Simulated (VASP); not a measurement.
# InP (F-43m) in VASP: settings compared

The runs below take InP through single point, with PBEsol, PBEsol+D3(BJ).

Everything below comes from runs of VASP 6.6.1. Logs are shortened: lines on timing, memory, paths and dates and some standing lists are left out, and cuts for length are marked.

**Measured values to compare with.**

From a printed reference work, data compilation, for a bulk crystal of InP at 1.6 K: band gap 1.4236 eV (direct).

How close the calculation comes is told below.

## Step 1: The cell of the first run

It takes space group F-43m (No. 216, cubic). The conventional cell has a = 5.878 Å, b = 5.878 Å, c = 5.878 Å, α = 90.00°, β = 90.00°, γ = 90.00°. In (site symmetry -43m) has 4 P at 2.55 Å within 3.4 Å. Within 3.4 Å of P (site symmetry -43m) lie 4 In at 2.55 Å.

## Step 2: Single point, PBEsol

The input, INCAR:

```
SYSTEM = InP
ALGO     = Normal         ! electronic algorithm
EDIFF    = 1E-6           ! SCF threshold, eV
ENCUT    = 500            ! plane-wave cutoff, eV
GGA      = PS             ! functional
GGA_COMPAT= .False.      
ISIF     = 2              ! what is computed and relaxed
ISMEAR   = 0              ! smearing method
LASPH    = .True.         ! aspherical terms in the spheres
LCHARG   = .False.        ! write CHGCAR
LREAL    = .False.        ! projectors in reciprocal space
LWAVE    = .False.        ! write WAVECAR
NBANDS   = 16             ! bands
NELM     = 120            ! most SCF steps
PREC     = Accurate       ! precision mode
SIGMA    = 0.02           ! smearing width, eV
```

The input, KPOINTS:

```
k-points
0
Gamma
  10 10 10
  0 0 0
```

The input, POSCAR:

```
InP
1.0
    0.0000000000      2.9390910364      2.9390910364
    2.9390910364      0.0000000000      2.9390910364
    2.9390910364      2.9390910364      0.0000000000
In P
1 1
Direct
    0.0000000000      0.0000000000      0.0000000000
    0.2500000000      0.2500000000      0.2500000000
```

Potentials or basis: VASP PAW PBE potentials, release 64 (In_d, P).

Started as:

```bash
$ cat potpaw_PBE.64/In_d/POTCAR potpaw_PBE.64/P/POTCAR > POTCAR
$ mpirun -np 1 vasp_std > vasp.out
```

OUTCAR:

```text
SYSTEM = InP
   EDIFF = 1E-6
   ENCUT = 500
   GGA = PS
   ISIF = 2
   ISMEAR = 0
   LASPH = .True.
   LREAL = .False.
   NELM = 120
   PREC = Accurate

 ion  position               nearest neighbor table
   1  0.000  0.000  0.000-   2 2.55   2 2.55   2 2.55   2 2.55
   2  0.250  0.250  0.250-   1 2.55   1 2.55   1 2.55   1 2.55

  LATTYP: Found a face centered cubic cell.
 ALAT       =     5.8781820728

  Lattice vectors:

 A1 = (   0.0000000000,   2.9390910364,   2.9390910364)
 A2 = (   2.9390910364,   0.0000000000,   2.9390910364)
 A3 = (   2.9390910364,   2.9390910364,   0.0000000000)

Analysis of symmetry for initial positions (statically):
=====================================================================
 Subroutine PRICEL returns:
 Original cell was already a primitive cell.

 Routine SETGRP: Setting up the symmetry group for a
 face centered cubic supercell.

 Subroutine GETGRP returns: Found 24 space group operations
 (whereof 24 operations were pure point group operations)
 out of a pool of 48 trial point group operations.

The static configuration has the point symmetry T_d .

Analysis of symmetry for dynamics (positions and initial velocities):
=====================================================================
 Subroutine PRICEL returns:
 Original cell was already a primitive cell.

 Routine SETGRP: Setting up the symmetry group for a
 face centered cubic supercell.

 Subroutine GETGRP returns: Found 24 space group operations
 (whereof 24 operations were pure point group operations)
 out of a pool of 48 trial point group operations.

The dynamic configuration has the point symmetry T_d .

 Subroutine INISYM returns: Found 24 space group operations
 (whereof 24 operations are pure point group operations),
 and found     1 'primitive' translations

----------------------------------------------------------------------------------------

                                     Primitive cell

  volume of cell :      50.7772

  direct lattice vectors                    reciprocal lattice vectors
     0.000000000  2.939091036  2.939091036    -0.170120624  0.170120624  0.170120624
     2.939091036  0.000000000  2.939091036     0.170120624 -0.170120624  0.170120624
     2.939091036  2.939091036  0.000000000     0.170120624  0.170120624 -0.170120624

  length of vectors
     4.156502405  4.156502405  4.156502405     0.294657564  0.294657564  0.294657564

  position of ions in fractional coordinates (direct lattice)
     0.000000000  0.000000000  0.000000000
     0.250000000  0.250000000  0.250000000

  ion indices of the primitive-cell ions
   primitive index   ion index
                 1           1
                 2           2

----------------------------------------------------------------------------------------

 KPOINTS: k-points

Automatic generation of k-mesh.
 Grid dimensions read from file:
 generate k-points for:   10   10   10

 Generating k-lattice:

  Cartesian coordinates                     Fractional coordinates (reciprocal lattice)
    -0.017012062  0.017012062  0.017012062     0.100000000  0.000000000  0.000000000
     0.017012062 -0.017012062  0.017012062     0.000000000  0.100000000  0.000000000
     0.017012062  0.017012062 -0.017012062     0.000000000  0.000000000  0.100000000

  Length of vectors
     0.029465756  0.029465756  0.029465756

  Shift w.r.t. Gamma in fractional coordinates (k-lattice)
     0.000000000  0.000000000  0.000000000

 Subroutine IBZKPT returns following result:
 ===========================================

 Found     47 irreducible k-points:

 Following reciprocal coordinates:
            Coordinates               Weight
  0.000000  0.000000  0.000000      1.000000
  0.100000  0.000000  0.000000      8.000000
  0.200000  0.000000  0.000000      8.000000
  0.300000  0.000000  0.000000      8.000000
  0.400000  0.000000  0.000000      8.000000
  0.500000  0.000000  0.000000      4.000000
[... 16 lines left out ...]
  0.300000  0.300000  0.000000      6.000000
  0.400000  0.300000  0.000000     24.000000
 [... further k-points ...]
   k-points           NKPTS =     47   k-points in BZ     NKDIM =     47   number of bands    NBANDS=     16
   number of dos      NEDOS =    301   number of ions     NIONS =      2
   total plane-waves  NPLWV =  27000
   dimension x,y,z NGX =    30 NGY =   30 NGZ =   30
   dimension x,y,z NGXF=    60 NGYF=   60 NGZF=   60
   ions per type =               1   1
   NGX,Y,Z   is equivalent  to a cutoff of  12.00, 12.00, 12.00 a.u.
   NGXF,Y,Z  is equivalent  to a cutoff of  24.00, 24.00, 24.00 a.u.
 SYSTEM =  InP
   PREC   = accura    normal or accurate (medium, high low for compatibility)
   ISTART =      0    job   : 0-new  1-cont  2-samecut
   ICHARG =      2    charge: 1-file 2-atom 10-const
   ISPIN  =      1    spin polarized calculation?
   LNONCOLLINEAR =      F non collinear calculations
   LSORBIT =      F    spin-orbit coupling
   LASPH  =      T    aspherical Exc in radial PAW
   ENCUT  =  500.0 eV  36.75 Ry    6.06 a.u.   7.58  7.58  7.58*2*pi/ulx,y,z
   NELM   =    120;   NELMIN=  2; NELMDL= -5     # of ELM steps
   EDIFF  = 0.1E-05   stopping-criterion for ELM
   LREAL  =      F    real-space projection
   EDIFFG = 0.1E-04   stopping-criterion for IOM
   NSW    =      0    number of steps for IOM
   IBRION =     -1    ionic relax: 0-MD 1-quasi-New 2-CG
   NFREE  =      0    steps in history (QN), initial steepest desc. (CG)
   ISIF   =      2    stress and relaxation
   ISYM   =      2    0-nonsym 1-usesym 2-fastsym
   POTIM  = 0.5000    time-step for ionic-motion
   TEBEG  =    0.0;   TEEND  =   0.0 temperature during run
   PSTRESS=    0.0 pullay stress
   NELECT =      18.0000    total number of electrons
   NUPDOWN=      -1.0000    fix difference up-down
   EMIN   =  10.00;   EMAX   =-10.00  energy-range for DOS
   EFERMI =   0.00;   METHOD = LEGACY
   ISMEAR =     0;   SIGMA  =   0.02  broadening in eV -4-tet -1-fermi 0-gaus
   EFERMI_NEDOS =   21; number of points for ismear=-14 and -15
   IALGO  =     38    algorithm
   IMIX   =      4    mixing-type and parameters
     AMIX     =   0.40;   BMIX     =  1.00
     AMIX_MAG =   1.60;   BMIX_MAG =  1.00
  volume/ion in A,a.u.               =      25.39       171.33
  Fermi-wavevector in a.u.,A,eV,Ry     =   1.158624  2.189482 18.264600  1.342410
  Thomas-Fermi vector in A             =   2.295225
   LORBIT       =      0    0 simple, 1 ext, 2 COOP (PROOUT), +10 PAW based schemes
   GGA     = PS    functional components
   LHFCALC =     F    Hartree Fock is set to
   AEXX    =    0.0000 exact exchange contribution
   IVDW    =     0    specifies the selected vdW correction
   LEPSILON=     F    determine dielectric tensor
   LRPA    =     F    only Hartree local field effects (RPA)
 non-spin polarized calculation
 Gauss-broadening in eV      SIGMA  =   0.02
  energy-cutoff  :      500.00
  volume of cell :       50.78
 maximum number of plane-waves:      1308
   NGX = 15   NGY = 15   NGZ = 15

 number of electron      18.0000005 magnetization

 Free energy of the ion-electron system (eV)
  ---------------------------------------------------
  ext. energy  EPLUGINS =         0.00000000
  ---------------------------------------------------
  free energy    TOTEN  =        -9.15667666 eV

  energy without entropy =       -9.15667666  energy(sigma->0) =       -9.15667666

 E-fermi :   5.1003     XC(G=0):  -9.4409

 val. band max:        4.9948166460   @ k =   0.0000   0.0000   0.0000
 cond. band min:       5.5629510415   @ k =   0.0000   0.0000   0.0000
 fundamental gap:      0.5681343955
 Fermi energy:         5.1003115978

 k-point     1 :       0.0000    0.0000    0.0000
  band No.  band energies     occupation
      1      -9.1353      2.00000
      2      -9.1353      2.00000
      3      -9.1353      2.00000
      4      -8.9850      2.00000
      5      -8.9850      2.00000
      6      -6.4928      2.00000
[... 8 lines left out ...]
     15      14.4111      0.00000
     16      14.4111      0.00000

 k-point     2 :       0.1000    0.0000    0.0000
  band No.  band energies     occupation
      1      -9.1477      2.00000
      2      -9.1305      2.00000
      3      -9.1305      2.00000
      4      -8.9851      2.00000
      5      -8.9851      2.00000
      6      -6.3784      2.00000
[... 8 lines left out ...]
     15      13.8965      0.00000
     16      13.8965      0.00000

 k-point     3 :       0.2000    0.0000    0.0000
  band No.  band energies     occupation
      1      -9.1787      2.00000
      2      -9.1188      2.00000
      3      -9.1188      2.00000
      4      -8.9841      2.00000
      5      -8.9841      2.00000
      6      -6.0496      2.00000
[... 8 lines left out ...]
     15      13.4673      0.00000
     16      14.1556      0.00000

 k-point     4 :       0.3000    0.0000    0.0000
  band No.  band energies     occupation
      1      -9.2149      2.00000
      2      -9.1067      2.00000
      3      -9.1067      2.00000
      4      -8.9802      2.00000
      5      -8.9802      2.00000
      6      -5.5569      2.00000
[... 8 lines left out ...]
     15      13.7562      0.00000
     16      13.7562      0.00000

 k-point     5 :       0.4000    0.0000    0.0000
  band No.  band energies     occupation
      1      -9.2428      2.00000
      2      -9.0993      2.00000
      3      -9.0993      2.00000
      4      -8.9746      2.00000
      5      -8.9746      2.00000
      6      -5.0307      2.00000
[... 8 lines left out ...]
     15      14.7249      0.00000
     16      14.7249      0.00000

 k-point     6 :       0.5000    0.0000    0.0000
  band No.  band energies     occupation
      1      -9.2532      2.00000
      2      -9.0970      2.00000
      3      -9.0970      2.00000
      4      -8.9718      2.00000
      5      -8.9718      2.00000
      6      -4.7717      2.00000
[... 8 lines left out ...]
     15      15.5840      0.00000
     16      15.5840      0.00000
[... 267 lines left out ...]
 k-point    21 :      -0.3000    0.2000    0.0000
  band No.  band energies     occupation
      1      -9.2480      2.00000
      2      -9.0911      2.00000
      3      -9.0841      2.00000
      4      -8.9848      2.00000
      5      -8.9794      2.00000
      6      -4.8910      2.00000
[... 8 lines left out ...]
     15      15.1283      0.00000
     16      16.3199      0.00000

 k-point    22 :      -0.2000    0.2000    0.0000
  band No.  band energies     occupation
      1      -9.2250      2.00000
      2      -9.0986      2.00000
      3      -9.0972      2.00000
      4      -8.9899      2.00000
      5      -8.9769      2.00000
      6      -5.3903      2.00000
[... 8 lines left out ...]
     15      15.1464      0.00000
     16      16.1554      0.00000

 k-point    23 :       0.3000    0.3000    0.0000
  band No.  band energies     occupation
      1      -9.2633      2.00000
      2      -9.0690      2.00000
      3      -9.0690      2.00000
      4      -9.0166      2.00000
      5      -8.9624      2.00000
      6      -5.2454      2.00000
[... 8 lines left out ...]
     15      15.1623      0.00000
     16      17.7007      0.00000

 k-point    24 :       0.4000    0.3000    0.0000
  band No.  band energies     occupation
      1      -9.2826      2.00000
      2      -9.0600      2.00000
      3      -9.0566      2.00000
      4      -9.0201      2.00000
      5      -8.9588      2.00000
      6      -4.8268      2.00000
[... 8 lines left out ...]
     15      15.5831      0.00000
     16      17.5815      0.00000

 [... further k-points ...]

------------------------ aborting loop because EDIFF is reached ----------------------------------------

  FORCE on cell =-STRESS in cart. coord.  units (eV):
  Direction    XX          YY          ZZ          XY          YZ          ZX
  --------------------------------------------------------------------------------------
  -------------------------------------------------------------------------------------
  Total       -0.0024117     -0.0024117     -0.0024117     -0.0000000     -0.0000000     -0.0000000
  in kB       -0.0760962     -0.0760962     -0.0760962     -0.0000000     -0.0000000     -0.0000000
  external PRESSURE =      -0.0760962 kB  Pullay stress =       0.0000000 kB

 VOLUME and BASIS-vectors are now :
 -----------------------------------------------------------------------------
  energy-cutoff  :      500.00
  volume of cell :       50.78
      direct lattice vectors                 reciprocal lattice vectors
     0.000000000  2.939091036  2.939091036    -0.170120624  0.170120624  0.170120624
     2.939091036  0.000000000  2.939091036     0.170120624 -0.170120624  0.170120624
     2.939091036  2.939091036  0.000000000     0.170120624  0.170120624 -0.170120624

 POSITION                                       TOTAL-FORCE (eV/Angst)
 -----------------------------------------------------------------------------------
      0.00000      0.00000      0.00000         0.000000     -0.000000      0.000000
      1.46955      1.46955      1.46955        -0.000000      0.000000     -0.000000
 -----------------------------------------------------------------------------------
    total drift:                                0.000000      0.000000     -0.000000

  FREE ENERGIE OF THE ION-ELECTRON SYSTEM (eV)
  ---------------------------------------------------
  free  energy   TOTEN  =        -9.1566766565 eV

  energy  without entropy=       -9.1566766565  energy(sigma->0) =       -9.15667666
```

Wall time 34 s (1 thread of Intel Xeon Platinum 8259CL at 2.50GHz (Skylake/Cascade Lake), shared host); peak memory 0.18 GiB.

What came out:

```
Free energy            : -9.1567 eV
Pressure               : 0.0 GPa
Band gap on the k mesh : 0.57 eV, direct
```

Caveat: the PAW data sets were made with another functional, which shifts forces and pressure a little; spin-orbit coupling is left out, which moves the levels of the heavy elements.

## Step 3: Single point, PBEsol+D3(BJ)

The input, INCAR:

```
SYSTEM = InP
PREC = Accurate
ENCUT = 500
EDIFF = 1E-6
ISMEAR = 0
SIGMA = 0.02
LREAL = .FALSE.
LASPH = .TRUE.
NELM = 120
ALGO = Normal
ISIF = 2
LWAVE = .FALSE.
LCHARG = .FALSE.
GGA = PS
IVDW = 12
NBANDS = 16
GGA_COMPAT = .FALSE.
```

The input, KPOINTS:

```
regular mesh
0
G
  10 10 10
  0 0 0
```

The input, POSCAR:

```
InP
1.0
    0.0000000000      2.9390910365      2.9390910365
    2.9390910365      0.0000000000      2.9390910365
    2.9390910365      2.9390910365      0.0000000000
In P
1 1
Direct
    0.0000000000      0.0000000000      0.0000000000
    0.7500000000      0.7500000000      0.7500000000
```

Potentials or basis: VASP PAW PBE potentials, release 64 (In_d, P).

Started as:

```bash
$ cat potpaw_PBE.64/In_d/POTCAR potpaw_PBE.64/P/POTCAR > POTCAR
$ mpirun -np 1 vasp_std > vasp.out
```

It took 42 s on 1 thread of AMD EPYC 7R13, shared host; peak memory 0.17 GiB.

Results (log left out):

```
Free energy                : -9.7484 eV
Pressure                   : -1.9 GPa
Band gap on the k mesh     : 0.57 eV, direct
Dispersion energy per atom : -0.296 eV
```

Levels at points of the mesh, in eV from the valence-band top:
| k point | band 5 | band 6 | band 7 | band 8 | band 9 | band 10 | band 11 | band 12 | band 13 | band 14 |
| --- | --- | --- | --- | --- | --- | --- | --- | --- | --- | --- |
| (0.00, 0.00, 0.00) | -13.98 | -11.49 | 0.00 | 0.00 | 0.00 | 0.57 | 4.02 | 4.02 | 4.02 | 8.31 |
| (0.50, 0.00, 0.00) | -13.97 | -9.77 | -5.75 | -0.97 | -0.97 | 1.38 | 4.74 | 4.74 | 6.93 | 9.27 |
| (0.50, 0.50, 0.00) | -13.95 | -9.11 | -5.78 | -2.32 | -2.32 | 1.65 | 2.17 | 9.04 | 9.47 | 9.47 |

Caveat: the PAW data sets were made with another functional, which shifts forces and pressure a little; spin-orbit coupling is left out, which moves the levels of the heavy elements.

## Step 4: Single point, PBEsol

The input, INCAR:

```
  ALGO = Normal
  EDIFF = 1E-6
  ENCUT = 500
  GGA = PS
  GGA_COMPAT = F
  ISIF = 2
  ISMEAR = 0
  LASPH = T
  LCHARG = F
  LREAL = F
  LWAVE = F
  NBANDS = 16
  NELM = 120
  PREC = Accurate
  SIGMA = 0.02
```

The input, KPOINTS:

```
k-points
0
Gamma
  8 8 8
```

The input, POSCAR:

```
InP
1.0
    0.0000000000      2.9390911989      2.9390911989
    2.9390911989      0.0000000000      2.9390911989
    2.9390911989      2.9390911989      0.0000000000
In P
1 1
Direct
    0.0000000000      0.0000000000      0.0000000000
    0.2500000000      0.2500000000      0.2500000000
```

Started as:

```bash
$ cat potpaw_PBE.64/In_d/POTCAR potpaw_PBE.64/P/POTCAR > POTCAR
$ mpirun -np 1 vasp_std > vasp.out
```

Wall time 38 s (1 thread of Intel Xeon Platinum 8259CL at 2.50GHz (Skylake/Cascade Lake), shared host); peak memory 0.16 GiB.

It converged, with:

| Quantity | Value |
| --- | --- |
| Free energy | -9.1547 eV |
| Pressure | 0.0 GPa |
| Band gap on the k mesh | 0.57 eV, direct |

Levels at points of the mesh, in eV from the valence-band top:
```
           k point  band 7  band 8  band 9  band 10  band 11  band 12
(0.00, 0.00, 0.00)    0.00    0.00    0.00     0.57     4.02     4.02
(0.50, 0.00, 0.00)   -5.75   -0.97   -0.97     1.38     4.73     4.73
(0.50, 0.50, 0.00)   -5.78   -2.32   -2.32     1.65     2.17     9.04
```

Caveat: the PAW data sets were made with another functional, which shifts forces and pressure a little; spin-orbit coupling is left out, which moves the levels of the heavy elements.

## Step 5: The runs side by side

```tsv
level	k mesh	gap on the mesh (eV)	pressure (GPa)
PBEsol	10 × 10 × 10	0.57	0.0
PBEsol+D3(BJ)	10 × 10 × 10	0.57	-1.9
PBEsol	8 × 8 × 8	0.57	0.0
```

Alike in all rows: task single point; potentials or basis VASP PAW PBE potentials, release 64 (In_d, P); no spin polarisation; cell as given; cutoff (eV) 500; smearing gaussian 0.02 eV.

On the cell as given the gap runs from 0.57 eV (PBEsol) to 0.57 eV (PBEsol); the meshes differ, which moves gaps too. The pressure there spans -1.9 GPa (PBEsol+D3(BJ)) to 0.0 GPa (PBEsol); a positive pressure means that this level wants a larger cell, a negative one a smaller.

Caveats: the PAW data sets were made with another functional, which shifts forces and pressure a little; spin-orbit coupling is left out, which moves the levels of the heavy elements.

Absolute energies hang on the potentials; compare differences alone.

## Step 6: Against experiment

Step 2. A measured gap of InP is 1.4236 eV (direct; 1.6 K; a printed reference work, data compilation); the calculated 0.57 eV misses it by -0.86 eV. Spin-orbit coupling on In is left out. The value is that of PBEsol, without temperature or zero-point motion. Semilocal functionals fall short of measured gaps as a rule.

Step 3. Against the measured gap of InP, 1.4236 eV (direct; 1.6 K; a printed reference work, data compilation), the calculated 0.57 eV is off by -0.86 eV. Spin-orbit coupling on In is left out. The value is that of PBEsol+D3(BJ), without temperature or zero-point motion. Semilocal functionals fall short of measured gaps as a rule.

Step 4. Measured gap of InP: 1.4236 eV (direct; 1.6 K; a printed reference work, data compilation). This calculation gives 0.57 eV (-0.86 eV). Spin-orbit coupling on In is left out. The value is that of PBEsol, without temperature or zero-point motion. Semilocal functionals fall short of measured gaps as a rule.
